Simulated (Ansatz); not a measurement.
MnSi:

```xyz
2
Lattice="3.0722 0.0000 0.0000 0.0000 3.0722 0.0000 0.0000 0.0000 3.0722" Properties=species:S:1:pos:R:3 pbc="T T T"
Mn    0.0000    0.0000    0.0000
Si    1.5361    1.5361    1.5361
```

The cell was built by a generator and needn't be a form met in nature.

```yaml
Program: Ansatz 0.2.0
Task: relaxation of cell and atoms
Functional: HSE03
Potentials_or_basis: Ansatz PAW
Cutoff: "420 eV (not typed: the program's choice for these potentials)"
k_mesh: 5 × 5 × 5
Occupations: fermi-dirac, width 0.05 eV
Spin: collinear spin, ferromagnetic start
Starting_moments: "[4.0, 0.0] μB"
```

At the start: volume 14.50 Å³/atom.

**Question.** Where does the relaxation end?

**Answer.** It ends after 4 steps and the volume is 15.19 Å³/atom (+4.8 %); space group Pm-3m (No. 221, to 0.05 Å); moment 3.88 μB per cell.

The path:
```
step  energy change (eV)  largest force (eV/Å)  volume (Å³)
   1              0.0000                0.0000        29.00
   2             -0.0180                0.0000        30.13
   3             -0.0183                0.0000        30.37
   4             -0.0196                0.0000        30.37
```

Final structure:
```
Mn Si
1.0
     3.12010    0.00000    0.00000
     0.00000    3.12010    0.00000
     0.00000    0.00000    3.12010
Mn Si
1 1
Direct
  0.00000 0.00000 0.00000
  0.50000 0.50000 0.50000
```

Caveat: the k mesh is coarse (spacing up to 0.41 Å⁻¹), so the values aren't converged, least of all with exact exchange; the magnetic or orbital state may not be the lowest; the plane-wave basis is chosen anew once the cell has moved, so the energies of steps on either side of that aren't comparable; the PAW data sets come from PBE, with cores solved anew for the run's functional, which leaves a small shift of forces and pressure.
